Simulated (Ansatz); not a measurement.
# Hf2S: strain energy, fitted

Hf2S, P6_3/mmc, a = 3.347 Å, c = 11.664 Å. The structure is a Materials Project entry; whether it is the stable form wasn't checked. Ansatz: PBEsol, PAW, 420 eV, Γ-centred 12×12×4 mesh on 6 atoms, Gaussian smearing 0.10 eV; no spin polarisation. Series: shear of c along a, cell held, atoms relaxed; x is the strain in per cent (engineering shear). y is the free energy over the unstrained cell, V0 = 18.855 Å³/atom. Symmetry makes y even in x.

```
x (%) y (meV/atom)
  0.0          0.00
  1.5          1.38
  3.0          5.52
  4.5         12.32
  6.0         21.73
  9.0             ?
```

Fit y = c2 x² + c4 x⁴ to the other rows, turn c2 into a modulus, and predict the missing energy.

Least squares on the rows shown. y = 0.61528 x² − 0.00032521 x⁴. In eV per unit strain² c2 is 6.153; this is the shear stiffness (E = ½ C V0 γ²): 2 × 6.153 × 160.2 / (18.855) = 105 GPa. At x = 9.0 the fit asked for gives 47.70 meV/atom. The run gave 47.67 meV/atom, so the fit is 0.03 meV/atom too high, a small miss on the scale of the series. The form still works here, 50 % of the fitted range beyond its end.

Spin–orbit coupling is left out, which can shift energies with elements as heavy as these.